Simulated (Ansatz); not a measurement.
# Na under pressure: fit and missing row

Na, P6_3/mmc, a = 3.753 Å, c = 12.143 Å. This isn't the element's structure at ambient conditions. Ansatz: PBE, PAW, 420 eV, Γ-centred 12×12×4 mesh on 4 atoms, Gaussian smearing 0.10 eV; no spin polarisation. Cell and atoms are relaxed at each pressure, and no other structure is tried, so the rows at high pressure may lie past a change of phase.

```
V (Å³/atom) P (GPa)
     12.874    60.07
          ?    30.01
     20.021    14.99
     23.630     8.00
     29.008     2.96
     37.024     0.00
```

Question: Take V0 = 37.024 Å³/atom, fit the third-order Birch–Murnaghan form to the other rows, and predict the missing volume.

Answer: With the Eulerian strain f = ½[(V0/V)^(2/3) − 1] and y = P/[3f(1 + 2f)^(5/2)], the form is the line y = B0 + 1.5 B0 (B0′ − 4) f. Rows (f, y): 0.51115, 6.74; 0.25330, 7.08; 0.17450, 7.23; 0.08832, 7.44. Means f = 0.2568, y = 7.1225; Σ(Δf)² = 0.09986, ΣΔfΔy = -0.1595; the slope is their ratio. y = 7.533 − 1.597 f GPa, so B0 = 7.5 GPa and B0′ = 4 + 2 × (-1.597)/(3 × 7.533) = 3.86. P = 30.01 GPa is met at f = 0.36532 (y = 6.950), so V = V0 (1 + 2f)^(−3/2) = 16.262 Å³/atom. The run gave 16.225 Å³/atom, so the fit is 0.037 Å³/atom too high, within twice the rms miss on the fitted rows (0.027 Å³/atom). The nearest row lies 22 % from V0, so B0 and B0′ are extrapolations to f = 0.

The mesh isn't the same in all rows (12×12×4, 18×18×4, 18×18×6).